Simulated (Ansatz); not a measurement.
# Nickel, beta-Sn type under RPBE: from relaxation to bulk modulus, part 2 of 2

The plan for nickel in the beta-Sn type structure: relax it, solve it on a dense k-mesh, then scale the cell to 7 volumes from 88 to 112 % of the relaxed one and try a fit of the equation of state. Spin polarisation is left out, though the real metal is magnetic, so this state lies above the ground state. The k-meshes are 15×15×10 for the relaxation; 25×25×23 for the dense run; 25×25×23 for the volumes.

Ansatz 0.2.0; DFT, RPBE, plane waves (420 eV) with PAW, scalar-relativistic. Earlier steps stand in the parts before.

### Step 3. Dense single point

File input.yaml:

```yaml
crystal:
  lattice:
    - [-2.9738389482, 2.9741496474, 1.2289300711]
    - [2.9741496474, -2.9738389482, 1.2289300711]
    - [1.5494116139, 1.5494116139, -1.228361025]
  atoms:
    - { symbol: Ni, position: [2.2853e-05, 0.999977147, 0.0] }
    - { symbol: Ni, position: [0.749977147, 0.250022853, 0.5] }
hamiltonian:
  xc: rpbe
  pseudopotentials:
    kind: paw
    azcp:
      Ni: "pseudopotentials/Ni.paw.azcp"
basis:
  ecutwfc: 420
  fft_grid_basis: typed
kpoints:
  mp_grid: { grid: [25, 25, 23], shift: [0, 0, 0] }
magnetization:
  spin_polarized: false
scf:
  occupations: { method: fermi_dirac, width: 0.1 }
```

What it wrote (excerpt; [...] marks lines left out):

```text
Warning: RAYON_NUM_THREADS=2 ignored (pool sized by the plan → 2); use --threads N
[...]
Pseudopotentials: kind: paw
Pseudopotential: Ni, paw, valence charge 18, recommended cutoff 420 eV (normal), <dir>
Functional definition: RPBE
[...]
Crystal: 2 atoms, lattice volume = 22.654 Å³
Basis set: ecut = 420 eV, 437 PW (Γ)
Bands: 22, of which v1, the nominal top of the filled ones, is band 18 counted from 1 (17 counted from 0)
Symmetry: 4 space group operations
Space group: C2/c (ITA 15), of the structure as read, at distance tolerance 2.8e-5 Å
k-points: 3744 of 14375
[...]
SCF iter   1: F=—  HF=-11689.301190 eV  |F-HF|=—  |Δ(HF+E_count)|=         —  Δρ=8.71e-3  dr2=7.49e-3  ethr=1.77e-3  ⟨swp⟩=4.4  Hψ=298418  notcnv=0
[...]
SCF iter   6: F=-11689.300439 eV  HF=-11689.300439 eV  |F-HF|=4.67e-9  |Δ(HF+E_count)|=   8.28e-8  Δρ=6.94e-6  dr2=3.89e-9  ethr=2.78e-10  ⟨swp⟩=2.9  Hψ=205376  notcnv=0
[...]
SCF converged after 6 iterations
Free energy (F): -11689.300439 eV
[...]
E sigma→0 (E₀):  -11689.212970 eV
Entropy (-TS):   -0.174937 eV (-87.468 meV/atom)
Fermi energy:    17.258236 eV
[...]
```

Wall time 47 s (2 threads of an Arm CPU, shared host); peak memory 1.6 GiB.

### Step 4. Volume × 0.88

Edit input.yaml of step 3 so:

```diff
@@ -2,5 +2,5 @@
   lattice:
-    - [-2.9738389482, 2.9741496474, 1.2289300711]
-    - [2.9741496474, -2.9738389482, 1.2289300711]
-    - [1.5494116139, 1.5494116139, -1.228361025]
+    - [-2.8497821976, 2.8500799356, 1.1776639891]
+    - [2.8500799356, -2.8497821976, 1.1776639891]
+    - [1.4847763147, 1.4847763147, -1.1771186814]
   atoms:
@@ -23 +23,3 @@
   occupations: { method: fermi_dirac, width: 0.1 }
+output:
+  stress: true
```

What it wrote (excerpt; [...] marks lines left out):

```text
Warning: RAYON_NUM_THREADS=2 ignored (pool sized by the plan → 2); use --threads N
[...]
[... 3 set-up lines as earlier in the session ...]
[...]
Crystal: 2 atoms, lattice volume = 19.935 Å³
Basis set: ecut = 420 eV, 365 PW (Γ)
Bands: 22, of which v1, the nominal top of the filled ones, is band 18 counted from 1 (17 counted from 0)
[... 1 set-up line as earlier in the session ...]
Space group: C2/c (ITA 15), of the structure as read, at distance tolerance 2.7e-5 Å
k-points: 3744 of 14375
[...]
SCF iter   1: F=—  HF=-11689.070327 eV  |F-HF|=—  |Δ(HF+E_count)|=         —  Δρ=9.46e-3  dr2=7.20e-3  ethr=1.77e-3  ⟨swp⟩=4.7  Hψ=303580  notcnv=0
[...]
SCF iter   6: F=-11689.069650 eV  HF=-11689.069650 eV  |F-HF|=2.24e-9  |Δ(HF+E_count)|=   5.84e-8  Δρ=5.68e-6  dr2=2.12e-9  ethr=2.71e-10  ⟨swp⟩=3.7  Hψ=361553  notcnv=0
[...]
SCF converged after 6 iterations
Free energy (F): -11689.069650 eV
[...]
E sigma→0 (E₀):  -11688.991849 eV
Entropy (-TS):   -0.155602 eV (-77.801 meV/atom)
Fermi energy:    20.263016 eV
[...]
--- Stress (GPa, compression-positive) ---
       31.119421       0.393852      -0.027546
        0.393852      31.119421      -0.027546
       -0.027546      -0.027546      30.108350
  P = ⅓ Tr σ = 30.7824 GPa (307.824 kbar)
```

Run time: 57 s. Hardware: 2 threads of an Arm CPU, shared host; peak memory 1.5 GiB.

### Step 5. Volume × 0.92

Edit input.yaml of step 4 so:

```diff
@@ -2,5 +2,5 @@
   lattice:
-    - [-2.8497821976, 2.8500799356, 1.1776639891]
-    - [2.8500799356, -2.8497821976, 1.1776639891]
-    - [1.4847763147, 1.4847763147, -1.1771186814]
+    - [-2.892322532, 2.8926247145, 1.1952436553]
+    - [2.8926247145, -2.892322532, 1.1952436553]
+    - [1.5069404229, 1.5069404229, -1.1946902075]
   atoms:
@@ -25 +25,5 @@
   stress: true
+  write_density: true
+  write_potential: true
+  elf: true
+  volumetric_format: npy
```

What it wrote:

```text
Warning: RAYON_NUM_THREADS=2 ignored (pool sized by the plan → 2); use --threads N
[... 8 set-up lines as earlier in the session ...]
Crystal: 2 atoms, lattice volume = 20.841 Å³
Basis set: ecut = 420 eV, 389 PW (Γ)
Bands: 22, of which v1, the nominal top of the filled ones, is band 18 counted from 1 (17 counted from 0)
[... 2 set-up lines as earlier in the session ...]
k-points: 3744 of 14375
[... 7 set-up lines as earlier in the session ...]
SCF iter   1: F=—  HF=-11689.206952 eV  |F-HF|=—  |Δ(HF+E_count)|=         —  Δρ=9.12e-3  dr2=7.23e-3  ethr=1.77e-3  ⟨swp⟩=4.6  Hψ=301154  notcnv=0
preconditioner: auto → none  [metal: Δε(μ)=0.000 eV  Ē_g=8.914 eV  σ=0.100 eV  W_gap=0.00  n_scr=4 (ndim 8)  ℏωp=36.4 eV  f_vac=0.000  D(μ)=5.14/eV (n_scr^D=110)  sad-step TF]
SCF iter   2: F=—  HF=-11689.206163 eV  |F-HF|=—  |Δ(HF+E_count)|=   7.90e-4  Δρ=2.82e-3  dr2=6.47e-4  ethr=2.01e-5  ⟨swp⟩=2.4  Hψ=177976  notcnv=0
SCF iter   3: F=—  HF=-11689.206240 eV  |F-HF|=—  |Δ(HF+E_count)|=   7.68e-5  Δρ=5.90e-4  dr2=2.03e-5  ethr=1.80e-6  ⟨swp⟩=2.5  Hψ=121894  notcnv=0
SCF iter   4: F=—  HF=-11689.206259 eV  |F-HF|=—  |Δ(HF+E_count)|=   1.91e-5  Δρ=1.78e-4  dr2=1.25e-6  ethr=5.63e-8  ⟨swp⟩=2.3  Hψ=127178  notcnv=0
SCF iter   5: F=—  HF=-11689.206259 eV  |F-HF|=—  |Δ(HF+E_count)|=   1.51e-7  Δρ=3.52e-5  dr2=1.08e-7  ethr=3.47e-9  ⟨swp⟩=1.6  Hψ=96874  notcnv=0
SCF iter   6: F=-11689.206259 eV  HF=-11689.206259 eV  |F-HF|=4.23e-9  |Δ(HF+E_count)|=   7.62e-8  Δρ=6.86e-6  dr2=3.56e-9  ethr=2.78e-10  ⟨swp⟩=9.2  Hψ=598199  notcnv=0
SCF 1 converged in 6 iterations: F = -11689.206259 eV  dr2 = 3.56e-9
SCF converged after 6 iterations
Free energy (F): -11689.206259 eV
Harris-Foulkes:  -11689.206259 eV  (|F-HF|=4.23e-9)
Internal energy: -11689.044001 eV  (E = F + TS)
E sigma→0 (E₀):  -11689.125130 eV
Entropy (-TS):   -0.162258 eV (-81.129 meV/atom)
Fermi energy:    19.173250 eV
--- Per-component energies (eV) ---
  E_band       = -530.724452
  E_kinetic    = 566.450027
  E_local      = -6750.338512  (includes V_loc(G=0)·N_el)
  E_nonlocal   = 1271.259313
  E_hartree    = 2825.724846
  E_xc         = -170.475960
  E_vxc        = -219.667352  (∫ρ·V_xc dr)
  E_paw        = -3269.942695  (= ΣΔE_a)
  E_vpaw       = -1049.874950  (= ΣTr[D̂ρ^β])
  E_aug_tail   = 0.001203  (compensation charges beyond the density's cutoff)
  E_ewald      = -6161.633532
  E_core_change = -0.088691  (= ΣΔE_core)
  E_smearing   = -0.162258  (= −TS)
  E_closure    = 0.000000  (closes the sum)
  Σ components = -11689.206259   (vs F -11689.206259, Δ=0.00e0)
--- Stress (GPa, compression-positive) ---
       18.213431       0.232133      -0.023992
        0.232133      18.213431      -0.023992
       -0.023992      -0.023992      17.666509
  P = ⅓ Tr σ = 18.0311 GPa (180.311 kbar)
--- Band table (eV; the first three rows and the last of 3744) ---
  k-point 0: bands = ["-84.1094", "-84.0676", "-44.5248", "-44.3564", "-44.3090", "-44.2613", "-44.2592", "-44.2476", "9.8952", "14.4264", "16.7203", "17.0549", "17.4896", "17.5072", "17.5813", "17.7617", "18.5045", "18.5661", "18.6020", "19.1573", "25.0687", "41.7467"]
  k-point 1: bands = ["-84.1087", "-84.0672", "-44.5231", "-44.3600", "-44.3131", "-44.2637", "-44.2600", "-44.2469", "9.9631", "14.4747", "16.7198", "17.0240", "17.5134", "17.5354", "17.5762", "17.7366", "18.1648", "18.5650", "18.6035", "19.5693", "25.0782", "40.9757"]
  k-point 2: bands = ["-84.1065", "-84.0663", "-44.5181", "-44.3707", "-44.3252", "-44.2695", "-44.2624", "-44.2460", "10.1652", "14.6159", "16.7107", "16.9352", "17.5360", "17.5722", "17.6145", "17.6668", "17.7413", "18.5611", "18.6068", "20.2568", "25.1089", "39.2926"]
  k-point 3743: bands = ["-84.0601", "-84.0599", "-44.5710", "-44.5707", "-44.3288", "-44.3275", "-44.3070", "-44.3068", "14.4778", "14.4890", "15.8980", "15.9005", "18.2570", "18.2595", "19.1589", "19.2109", "19.2231", "19.2996", "19.7330", "19.9399", "26.8551", "26.9383"]
```

Wall time 78 s (2 threads of an Arm CPU, shared host); peak memory 1.5 GiB.

The maps below are laid out on this run's own conventional cell (a, b, c = 2.390, 4.263, 8.181 Å).

Density in a lattice plane of the grid's cell (edges 2.39 and 8.18 Å, at 0.000 of the third edge), which holds Ni.

Ten even steps from ' ' (0.22 e/Å³) to '@' (60.69 e/Å³):
```
::..          ..
                
                
                
                
                
                
                
      ..::..    
      ==@@==    
      ..::..    
                
                
                
                
                
                
                
::..          ..
@@==          ==
```
Columns run along the first of these edges and rows up along the second, over one cell in 8 and 20 even steps from the bottom left corner. Atoms in the plane (fractional): Ni at (1.00, 1.00), Ni at (0.50, 0.50).

ELF in the same plane.

Ten even steps from '0' (0.18) to '9' (0.73):
```
43101013
00001000
11111111
11001001
10001000
10011100
11111111
10000000
10134310
10269620
10134310
10000000
11111111
10011100
10001000
11001001
11111111
00001000
43101013
96201026
```
Columns run along the first of these edges and rows up along the second, over one cell in 8 and 20 even steps from the bottom left corner. Atoms in the plane (fractional): Ni at (1.00, 1.00), Ni at (0.50, 0.50).

Both are smooth fields of the valence electrons: close to the nuclei they are not physical.

### Step 6. Volume × 0.96

Edit input.yaml of step 5 so:

```diff
@@ -2,5 +2,5 @@
   lattice:
-    - [-2.892322532, 2.8926247145, 1.1952436553]
-    - [2.8926247145, -2.892322532, 1.1952436553]
-    - [1.5069404229, 1.5069404229, -1.1946902075]
+    - [-2.9336470085, 2.9339535085, 1.2123208719]
+    - [2.9339535085, -2.9336470085, 1.2123208719]
+    - [1.5284710521, 1.5284710521, -1.2117595166]
   atoms:
@@ -25,5 +25 @@
   stress: true
-  write_density: true
-  write_potential: true
-  elf: true
-  volumetric_format: npy
```

What it wrote (excerpt; [...] marks lines left out):

```text
Warning: RAYON_NUM_THREADS=2 ignored (pool sized by the plan → 2); use --threads N
[...]
[... 3 set-up lines as earlier in the session ...]
[...]
Crystal: 2 atoms, lattice volume = 21.747 Å³
Basis set: ecut = 420 eV, 415 PW (Γ)
Bands: 22, of which v1, the nominal top of the filled ones, is band 18 counted from 1 (17 counted from 0)
[... 2 set-up lines as earlier in the session ...]
k-points: 3744 of 14375
[...]
SCF iter   1: F=—  HF=-11689.279393 eV  |F-HF|=—  |Δ(HF+E_count)|=         —  Δρ=8.86e-3  dr2=7.33e-3  ethr=1.77e-3  ⟨swp⟩=4.5  Hψ=299470  notcnv=0
[...]
SCF iter   6: F=-11689.278677 eV  HF=-11689.278677 eV  |F-HF|=5.04e-9  |Δ(HF+E_count)|=   8.04e-8  Δρ=7.26e-6  dr2=3.96e-9  ethr=2.78e-10  ⟨swp⟩=4.6  Hψ=312152  notcnv=0
[...]
SCF converged after 6 iterations
Free energy (F): -11689.278677 eV
[...]
E sigma→0 (E₀):  -11689.194328 eV
Entropy (-TS):   -0.168698 eV (-84.349 meV/atom)
Fermi energy:    18.175283 eV
[...]
--- Stress (GPa, compression-positive) ---
        8.032335       0.102177      -0.021011
        0.102177       8.032335      -0.021011
       -0.021011      -0.021011       7.853334
  P = ⅓ Tr σ = 7.9727 GPa (79.727 kbar)
```

Wall time 56 s (2 threads of an Arm CPU, shared host); peak memory 1.6 GiB.

### Step 7. Volume × 1.0

Edit input.yaml of step 6 so:

```diff
@@ -2,5 +2,5 @@
   lattice:
-    - [-2.9336470085, 2.9339535085, 1.2123208719]
-    - [2.9339535085, -2.9336470085, 1.2123208719]
-    - [1.5284710521, 1.5284710521, -1.2117595166]
+    - [-2.9738389482, 2.9741496474, 1.2289300711]
+    - [2.9741496474, -2.9738389482, 1.2289300711]
+    - [1.5494116139, 1.5494116139, -1.228361025]
   atoms:
@@ -25 +25,5 @@
   stress: true
+  write_density: true
+  write_potential: true
+  elf: true
+  volumetric_format: npy
```

What it wrote (excerpt; [...] marks lines left out):

```text
Warning: RAYON_NUM_THREADS=2 ignored (pool sized by the plan → 2); use --threads N
[...]
[... 3 set-up lines as earlier in the session ...]
[...]
Crystal: 2 atoms, lattice volume = 22.654 Å³
Basis set: ecut = 420 eV, 437 PW (Γ)
Bands: 22, of which v1, the nominal top of the filled ones, is band 18 counted from 1 (17 counted from 0)
[... 2 set-up lines as earlier in the session ...]
k-points: 3744 of 14375
[...]
SCF iter   1: F=—  HF=-11689.301190 eV  |F-HF|=—  |Δ(HF+E_count)|=         —  Δρ=8.71e-3  dr2=7.49e-3  ethr=1.77e-3  ⟨swp⟩=4.4  Hψ=298418  notcnv=0
[...]
SCF iter   6: F=-11689.300439 eV  HF=-11689.300439 eV  |F-HF|=4.65e-9  |Δ(HF+E_count)|=   8.28e-8  Δρ=6.93e-6  dr2=3.88e-9  ethr=2.78e-10  ⟨swp⟩=8.9  Hψ=576263  notcnv=0
[...]
SCF converged after 6 iterations
Free energy (F): -11689.300439 eV
[...]
E sigma→0 (E₀):  -11689.212970 eV
Entropy (-TS):   -0.174937 eV (-87.468 meV/atom)
Fermi energy:    17.258236 eV
[...]
--- Stress (GPa, compression-positive) ---
       -0.003140      -0.001598      -0.018402
       -0.001598      -0.003140      -0.018402
       -0.018402      -0.018402       0.109236
  P = ⅓ Tr σ = 0.0343 GPa (0.343 kbar)
--- Band table (eV; the first three rows and the last of 3744) ---
  k-point 0: bands = ["-85.8631", "-85.8342", "-46.2492", "-46.1361", "-46.1006", "-46.0536", "-46.0520", "-46.0444", "8.5706", "12.9716", "15.0826", "15.3802", "15.7633", "15.7820", "15.8446", "16.0018", "16.7158", "16.7482", "16.7783", "17.2341", "22.5886", "38.9935"]
[...]
```

It took 78 s on 2 threads of an Arm CPU, shared host; peak memory 1.6 GiB.

### Step 8. Volume × 1.04

Edit input.yaml of step 7 so:

```diff
@@ -2,5 +2,5 @@
   lattice:
-    - [-2.9738389482, 2.9741496474, 1.2289300711]
-    - [2.9741496474, -2.9738389482, 1.2289300711]
-    - [1.5494116139, 1.5494116139, -1.228361025]
+    - [-3.0129728958, 3.0132876836, 1.2451020581]
+    - [3.0132876836, -3.0129728958, 1.2451020581]
+    - [1.569800947, 1.569800947, -1.2445255238]
   atoms:
```

What it wrote (excerpt; [...] marks lines left out):

```text
Warning: RAYON_NUM_THREADS=2 ignored (pool sized by the plan → 2); use --threads N
[...]
[... 3 set-up lines as earlier in the session ...]
[...]
Crystal: 2 atoms, lattice volume = 23.560 Å³
Basis set: ecut = 420 eV, 457 PW (Γ)
Bands: 22, of which v1, the nominal top of the filled ones, is band 18 counted from 1 (17 counted from 0)
[... 1 set-up line as earlier in the session ...]
Space group: C2/c (ITA 15), of the structure as read, at distance tolerance 2.9e-5 Å
k-points: 3744 of 14375
[...]
SCF iter   1: F=—  HF=-11689.283001 eV  |F-HF|=—  |Δ(HF+E_count)|=         —  Δρ=8.57e-3  dr2=7.58e-3  ethr=1.77e-3  ⟨swp⟩=4.4  Hψ=298182  notcnv=0
[...]
SCF iter   6: F=-11689.282229 eV  HF=-11689.282229 eV  |F-HF|=5.14e-9  |Δ(HF+E_count)|=   8.31e-8  Δρ=7.04e-6  dr2=4.48e-9  ethr=2.78e-10  ⟨swp⟩=8.9  Hψ=590623  notcnv=0
[...]
SCF converged after 6 iterations
Free energy (F): -11689.282229 eV
[...]
E sigma→0 (E₀):  -11689.191734 eV
Entropy (-TS):   -0.180989 eV (-90.494 meV/atom)
Fermi energy:    16.412840 eV
[...]
--- Stress (GPa, compression-positive) ---
       -6.341089      -0.083570      -0.016221
       -0.083570      -6.341089      -0.016221
       -0.016221      -0.016221      -5.999370
  P = ⅓ Tr σ = -6.2272 GPa (-62.272 kbar)
--- Band table (eV; the first three rows and the last of 3744) ---
  k-point 0: bands = ["-86.6388", "-86.6147", "-47.0142", "-46.9217", "-46.8907", "-46.8444", "-46.8429", "-46.8371", "7.9925", "12.3273", "14.3561", "14.6377", "14.9989", "15.0176", "15.0754", "15.2227", "15.8976", "15.9286", "16.0198", "16.3849", "21.4953", "37.7407"]
[...]
```

Run time: 79 s. Hardware: 2 threads of an Arm CPU, shared host; peak memory 1.7 GiB.

### Step 9. Volume × 1.08

Edit input.yaml of step 8 so:

```diff
@@ -2,5 +2,5 @@
   lattice:
-    - [-3.0129728958, 3.0132876836, 1.2451020581]
-    - [3.0132876836, -3.0129728958, 1.2451020581]
-    - [1.569800947, 1.569800947, -1.2445255238]
+    - [-3.0511158424, 3.0514346153, 1.260864517]
+    - [3.0514346153, -3.0511158424, 1.260864517]
+    - [1.5896739548, 1.5896739548, -1.260280684]
   atoms:
```

What it wrote (excerpt; [...] marks lines left out):

```text
Warning: RAYON_NUM_THREADS=2 ignored (pool sized by the plan → 2); use --threads N
[...]
[... 3 set-up lines as earlier in the session ...]
[...]
Crystal: 2 atoms, lattice volume = 24.466 Å³
Basis set: ecut = 420 eV, 497 PW (Γ)
Bands: 22, of which v1, the nominal top of the filled ones, is band 18 counted from 1 (17 counted from 0)
[... 2 set-up lines as earlier in the session ...]
k-points: 3744 of 14375
[...]
SCF iter   1: F=—  HF=-11689.233283 eV  |F-HF|=—  |Δ(HF+E_count)|=         —  Δρ=8.41e-3  dr2=7.61e-3  ethr=1.77e-3  ⟨swp⟩=4.3  Hψ=297874  notcnv=0
[...]
SCF iter   6: F=-11689.232512 eV  HF=-11689.232512 eV  |F-HF|=4.76e-9  |Δ(HF+E_count)|=   8.35e-8  Δρ=6.85e-6  dr2=4.23e-9  ethr=2.78e-10  ⟨swp⟩=9.0  Hψ=605467  notcnv=0
[...]
SCF converged after 6 iterations
Free energy (F): -11689.232512 eV
[...]
E sigma→0 (E₀):  -11689.139077 eV
Entropy (-TS):   -0.186869 eV (-93.434 meV/atom)
Fermi energy:    15.631187 eV
[...]
--- Stress (GPa, compression-positive) ---
      -11.330094      -0.148828      -0.014382
       -0.148828     -11.330094      -0.014382
       -0.014382      -0.014382     -10.808770
  P = ⅓ Tr σ = -11.1563 GPa (-111.563 kbar)
--- Band table (eV; the first three rows and the last of 3744) ---
  k-point 0: bands = ["-87.3567", "-87.3364", "-47.7235", "-47.6479", "-47.6209", "-47.5753", "-47.5740", "-47.5698", "7.4616", "11.7304", "13.6824", "13.9496", "14.2907", "14.3093", "14.3629", "14.5011", "15.1403", "15.1700", "15.3201", "15.5996", "20.4852", "36.5612"]
[...]
```

Wall time 81 s (2 threads of an Arm CPU, shared host); peak memory 1.7 GiB.

### Step 10. Volume × 1.12

Edit input.yaml of step 9 so:

```diff
@@ -2,5 +2,5 @@
   lattice:
-    - [-3.0511158424, 3.0514346153, 1.260864517]
-    - [3.0514346153, -3.0511158424, 1.260864517]
-    - [1.5896739548, 1.5896739548, -1.260280684]
+    - [-3.0883282397, 3.0886509004, 1.2762424291]
+    - [3.0886509004, -3.0883282397, 1.2762424291]
+    - [1.6090621333, 1.6090621333, -1.2756514755]
   atoms:
@@ -25,5 +25 @@
   stress: true
-  write_density: true
-  write_potential: true
-  elf: true
-  volumetric_format: npy
```

What it wrote (excerpt; [...] marks lines left out):

```text
Warning: RAYON_NUM_THREADS=2 ignored (pool sized by the plan → 2); use --threads N
[...]
[... 3 set-up lines as earlier in the session ...]
[...]
Crystal: 2 atoms, lattice volume = 25.372 Å³
Basis set: ecut = 420 eV, 501 PW (Γ)
Bands: 22, of which v1, the nominal top of the filled ones, is band 18 counted from 1 (17 counted from 0)
[... 2 set-up lines as earlier in the session ...]
k-points: 3744 of 14375
[...]
SCF iter   1: F=—  HF=-11689.158795 eV  |F-HF|=—  |Δ(HF+E_count)|=         —  Δρ=8.19e-3  dr2=7.56e-3  ethr=1.77e-3  ⟨swp⟩=4.3  Hψ=297412  notcnv=0
[...]
SCF iter   6: F=-11689.158043 eV  HF=-11689.158043 eV  |F-HF|=5.75e-9  |Δ(HF+E_count)|=   8.30e-8  Δρ=7.56e-6  dr2=4.83e-9  ethr=2.78e-10  ⟨swp⟩=4.2  Hψ=309009  notcnv=0
[...]
SCF converged after 6 iterations
Free energy (F): -11689.158043 eV
[...]
E sigma→0 (E₀):  -11689.061747 eV
Entropy (-TS):   -0.192593 eV (-96.297 meV/atom)
Fermi energy:    14.906475 eV
[...]
--- Stress (GPa, compression-positive) ---
      -15.241133      -0.200270      -0.012643
       -0.200270     -15.241133      -0.012643
       -0.012643      -0.012643     -14.580181
  P = ⅓ Tr σ = -15.0208 GPa (-150.208 kbar)
```

Run time: 56 s. Hardware: 2 threads of an Arm CPU, shared host; peak memory 1.7 GiB.

### Step 11. Fitting the volumes

All volumes keep the relaxed shape and fractional coordinates.

```csv
V (Å³/atom),E − E₀ (meV/atom),P from the stress (GPa),P from the fit (GPa)
9.968,110.6,30.78,30.22
10.421,44.0,18.03,17.45
10.874,9.4,7.97,7.41
11.327,0.0,0.03,-0.51
11.780,10.7,-6.23,-6.75
12.233,37.0,-11.16,-11.67
12.686,75.6,-15.02,-15.54
```

A third-order Birch-Murnaghan fit gives V₀ = 11.294 Å³/atom, B₀ = 178 GPa and B₀′ = 4.9; it misses no point by more than 0.02 meV/atom.

Fit and stress differ a little: one follows E(σ → 0), the other the smeared free energy.

### Step 12. Summary of results

What follows sums up all 2 parts.

```
                      quantity                                  value
space group (spins left aside)                          Fddd (No. 70)
             conventional cell  a = 2.458 Å, b = 4.383 Å, c = 8.412 Å
                        volume                         11.327 Å³/atom
             shortest distance                                2.449 Å
               gap on the mesh           none (levels filled in part)
relative to fcc, ferromagnetic                          +131 meV/atom
                   V₀, B₀, B₀′           11.294 Å³/atom, 178 GPa, 4.9
```

**Reading.** The relaxation shrank the cell by 1.4 % in volume. The cell has left its prototype: it ends as Fddd. What follows belongs to that structure, not to the type named at the start. The mesh has less symmetry than the lattice, which may have let the distortion in. It lies 131 meV/atom above the element's reference form at the same level (fcc, ferromagnetic, from a run of its own); part of this is magnetic energy, as this run has no moments. No gap shows: it is a metal or semimetal at this level. The fitted modulus is 178 GPa; letting shape and positions relax at each volume could only lower it.
